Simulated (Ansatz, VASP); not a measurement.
NaH: VASP beside Ansatz

The input INCAR:

```
PREC = Accurate ; ENCUT = 520
EDIFF = 1E-7 ; ISMEAR = -1
SIGMA = 0.05 ; LREAL = False
LASPH = True ; NELM = 60
ALGO = Normal ; ISIF = 2
LWAVE = False ; LCHARG = False
GGA = PE ; NBANDS = 11
```

Contents of KPOINTS:

```
regular mesh
0
Gamma
  9 9 9
```

Contents of POSCAR:

```
NaH
1.0
    0.0000000000      2.4400000000      2.4400000000
    2.4400000000      0.0000000000      2.4400000000
    2.4400000000      2.4400000000      0.0000000000
Na H
1 1
Direct
   -0.0125970000      0.0013660000      0.0060060000
    0.5005580000      0.4984190000      0.5048660000
```

The input input.yaml:

```yaml
crystal:
  lattice:
    - [0.0, 2.44, 2.44]
    - [2.44, 0.0, 2.44]
    - [2.44, 2.44, 0.0]
  atoms:
    - { symbol: Na, position: [-0.012597, 0.001366, 0.006006] }
    - { symbol: H, position: [0.500558, 0.498419, 0.504866] }
hamiltonian:
  xc: pbe
  pseudopotentials: { kind: paw }
kpoints:
  mp_grid: { grid: [9, 9, 9] }
scf:
  occupations: { method: fermi_dirac, width: 0.05 }
output:
  forces: true
  stress: true
  eigenvalues: true
  write_density: true
  write_potential: true
  elf: true
  volumetric_format: npy
```

Change from the starting cell: atoms moved at random, drawn with an rms of 0.05 Å.

Alike in both runs: task single point; functional PBE; k mesh 9 × 9 × 9; occupations fermi-dirac, width 0.05 eV; no spin polarisation.

|  | VASP | Ansatz |
| --- | --- | --- |
| version | VASP 6.6.1 | Ansatz 0.2.0 |
| potentials or method | VASP PAW PBE potentials, release 64 (Na_pv, H) | Ansatz PAW |
| plane-wave cutoff (eV) | 520 | 420 |
| valence electrons in the cell | 8 | 10 |

|  | VASP | Ansatz | Ansatz less VASP |
| --- | --- | --- | --- |
| gap on the k mesh at the Fermi level (eV) | 4.01 | 4.01 | +0.001 |
| least direct gap on the mesh (eV) | 4.70 | 4.70 | +0.003 |
| pressure (GPa) | -0.7 | -0.6 | +0.03 |
| rms of the force components (eV/Å) | 0.018 | 0.018 | -0.0002 |

Atom by atom the forces differ by 0.000 eV/Å (rms over components). With one functional, cell and mesh, what is left measures potentials, basis and numerics. The two sets of potentials don't hold the same shells in valence.

Caveats: an odd mesh through Γ misses points on the zone boundary, where band edges often lie (VASP); odd divisions of the mesh miss points on the zone boundary, where band edges often lie, so the gap on the mesh can be too wide (Ansatz).
